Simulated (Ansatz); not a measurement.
Rocksalt LiF, relaxed with r2SCAN, was run in the PAW code Ansatz under altered settings. All numbers are computed, without spin polarisation but where a row says otherwise.

```xyz
2
Lattice="0.0000 1.9949 1.9949 1.9949 0.0000 1.9949 1.9949 1.9949 0.0000" Properties=species:S:1:pos:R:3 pbc="T T T"
Li    0.0000    0.0000    0.0000
F     1.9949    1.9949    1.9949
```

The base run's other keys:
```yaml
kpoints:
  mp_grid: { grid: [8, 8, 8] }
hamiltonian:
  xc: pbesol
scf:
  occupations: { method: fixed }
  n_extra_bands: 4
```

It takes 6 iterations with 331 plane waves at 420 eV and 29 k points, and leaves a mean stress of +1.00 GPa. The gap over this mesh is 9.173 eV.

Outcomes, with energy and stress as changes against the base:

| setting | outcome | ΔF (meV/atom) | Δ mean stress (GPa) | gap on the mesh (eV) | iterations |
| --- | --- | --- | --- | --- | --- |
| scf.occupations: gaussian 4 | converged | -42 | +3.58 | 9.221 | 6 |
| basis.ecutwfc: 350 | converged, warned | +60 | +0.25 | 9.184 | 6 |
| kpoints.mp_grid.grid: [1, 1, 1] | converged | +3512 | +85.55 | 7.799 | 6 |
| scf.max_iter: 5 | not converged | – | – | – | 5 |
| accuracy: low | converged | 0.0 | 0.00 | 9.173 | 6 |
| kpoints.mp_grid.grid: [2, 4, 6] | converged, warned | +29 | +0.94 | 9.139 | 6 |
| scf.n_extra_bands: 0 | converged | 0.0 | 0.00 | 9.173 | 6 |
| scf.mixing.preconditioner: resta | converged | 0.0 | 0.00 | 9.173 | 6 |
| scf.convergence.dr2_threshold: 1.0 | converged, warned | 0.0 | 0.0 | 9.173 | 6 |
| scf.occupations: methfessel_paxton 0.5 | converged | 0.0 | 0.00 | 9.173 | 6 |
| basis.ecutwfc: 500 | converged | -2.5 | -0.01 | 9.170 | 6 |
| scf.occupations: gaussian 0.001 | converged | 0.0 | 0.00 | 9.173 | 6 |
| hamiltonian.xc: hse6 | refused | – | – | – | – |
| hamiltonian.xc: r2scan (cutoff then 500 eV) | converged | – | -0.98 | 10.330 | 6 |

A dash marks a value that wasn't obtained or can't be compared. Stress is positive in compression. Its mean hides that meshes of lower symmetry stress the axes unequally.

- scf.occupations: gaussian 4. The free energy moves by -42 meV an atom, the mean stress by +3.58 GPa and the gap on the mesh by +0.049 eV (to 9.221). The term −TS is -280 meV an atom. A width of 4 eV moves electrons across a gap of 9.17 eV: this is no longer the ground state.
- basis.ecutwfc: 350. 259 plane waves in place of 331. The free energy moves by +60 meV an atom, the mean stress by +0.25 GPa and the gap on the mesh by +0.011 eV (to 9.184). The basis is too small: these are errors of the cutoff. Warned: cutoff below recommended.
- kpoints.mp_grid.grid: [1, 1, 1]. The free energy moves by +3512 meV an atom, the mean stress by +85.55 GPa and the gap on the mesh by -1.374 eV (to 7.799). The mesh is too coarse.
- scf.max_iter: 5. The calculation stopped without meeting its thresholds. It stopped after 5 iterations; the base needs 6. Nothing that it printed is a property of the solid. Error: did not converge after 5 iterations: dr2 = 1.80e-7 (threshold 1.00e-7), under the density mixer `msr1`, which `scf.mixing.algorithm: auto` chose by the deck's other keys (type `scf.mixing.algorithm: msr1` to keep it) […]
- kpoints.mp_grid.grid: [2, 4, 6]. The free energy moves by +29 meV an atom, the mean stress by +0.94 GPa (single components by up to 2.3) and the gap on the mesh by -0.034 eV (to 9.139). The mesh breaks the crystal's symmetry, so the stress, and any force that symmetry no longer fixes, lose it too. The mesh is too coarse. Warned: symmetry narrowed by mesh.
- scf.convergence.dr2_threshold: 1.0. It converges in 6 iterations, as the base does. Even so loose a threshold leaves the results unchanged here, which can't be counted on. Warned: force scf threshold loose, stress scf threshold loose.
- hamiltonian.xc: hse6. The input is refused before any iteration. Error: YAML parse error: line 12 column 7: hamiltonian.xc: unknown variant `hse6`, expected one of […]
- hamiltonian.xc: r2scan. The cutoff follows the functional, from 420 to 500 eV. The mean stress moves by -0.98 GPa and the gap on the mesh by +1.158 eV (to 10.330). It's another functional on the same cell, so totals aren't comparable.

Within 1 meV an atom, 0.1 GPa and 0.005 eV of the base stay: accuracy: low; scf.n_extra_bands: 0; scf.mixing.preconditioner: resta; scf.convergence.dr2_threshold: 1.0; scf.occupations: methfessel_paxton 0.5; scf.occupations: gaussian 0.001.
